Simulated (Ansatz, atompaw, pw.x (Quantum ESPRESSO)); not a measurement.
## What a changed setting does to a pw.x run (bcc Os)

Potential: PAW, atompaw 4.2.0.5, PBE; core [Kr] 4d10 4f14, reference 5s2 5p6 5d6 6s2 6p0; waves: 5s (bound): rc 1.30 bohr; 6s (bound): rc 2.10 bohr; 5p (bound): rc 1.30 bohr; 6p (bound, empty): rc 2.10 bohr; 5d (bound): rc 2.10 bohr; 5d channel at 3.75 Ry: rc 2.10 bohr; local part: bessel scheme, radius 1.50 bohr; core correction: smooth core density matched at 1.85 bohr; augmentation: sinc compensation charge, radius 1.75 bohr; PAW radius 2.10 bohr; waves and projectors: custom polynom vanderbiltortho.

The reference run (k-mesh 15³, cutoffs 85/850 Ry, Fermi–Dirac 0.01 Ry, mixing_beta 0.4, conv_thr 1e-9, no spin) gives -1.59 GPa at 14.794 Å³/atom, where all-electron LAPW gives -0.02 GPa. This run, with its own iteration cap, changes k-mesh points per axis to 8.

```
&control
  calculation='scf', prefix='x', pseudo_dir='./', outdir='./tmp', tstress=.true., disk_io='none'
/
&system
  ibrav=0, nat=1, ntyp=1, ecutwfc=85, ecutrho=850, nbnd=16,
  occupations='smearing', smearing='fd', degauss=0.01
/
&electrons
  conv_thr=1e-09, mixing_beta=0.4, electron_maxstep=60
/
ATOMIC_SPECIES
Os 1.0 Os.UPF
CELL_PARAMETERS angstrom
  -1.54647133 1.54647133 1.54647133
  1.54647133 -1.54647133 1.54647133
  1.54647133 1.54647133 -1.54647133
ATOMIC_POSITIONS crystal
Os 0.0000 0.0000 0.0000
K_POINTS automatic
8 8 8 0 0 0
```

```bash
pw.x < Os.scf.in > Os.scf.out
```

Question: How does the run end?

Answer: It converges in 8 iterations; the free energy moves by -8.4 meV/atom and the pressure by +0.01 GPa.

```
Message from routine setup:
     using ibrav=0 with symmetry is DISCOURAGED, use correct ibrav instead
     lattice parameter (alat)  =       5.0618  a.u.
     unit-cell volume          =      99.8349 (a.u.)^3
     number of electrons       =        16.00
     number of Kohn-Sham states=           16
     kinetic-energy cutoff     =      85.0000  Ry
     charge density cutoff     =     850.0000  Ry
     scf convergence threshold =      1.0E-09
     Exchange-correlation= SLA PW PBX PBC
     number of k points=    29  Fermi-Dirac smearing, width (Ry)=  0.0100
     iteration #  1     ecut=    85.00 Ry     beta= 0.40
     total energy              =    -833.38304809 Ry
     estimated scf accuracy    <       0.02631308 Ry
     iteration #  2     ecut=    85.00 Ry     beta= 0.40
     total energy              =    -833.38539787 Ry
     estimated scf accuracy    <       0.00217806 Ry
     iteration #  3     ecut=    85.00 Ry     beta= 0.40
     total energy              =    -833.38565875 Ry
     estimated scf accuracy    <       0.00025874 Ry
     [... 2 iterations left out ...]
     iteration #  6     ecut=    85.00 Ry     beta= 0.40
     total energy              =    -833.38567714 Ry
     estimated scf accuracy    <       0.00000009 Ry
     iteration #  7     ecut=    85.00 Ry     beta= 0.40
     total energy              =    -833.38567716 Ry
     estimated scf accuracy    <       0.00000001 Ry
     iteration #  8     ecut=    85.00 Ry     beta= 0.40
     the Fermi energy is    24.3267 ev
!    total energy              =    -833.38567716 Ry
     estimated scf accuracy    <          4.6E-11 Ry
     smearing contrib. (-TS)   =      -0.00672737 Ry
     convergence has been achieved in   8 iterations
          total   stress  (Ry/bohr**3)                   (kbar)     P=      -15.79
     Message from routine punch:
     Nothing written, as per user request (disk_io='none')
```

The run took about 17 s on one core of a shared host (AMD EPYC 7R43 64-Core Processor, 256 threads, 1004 GiB, load 64).
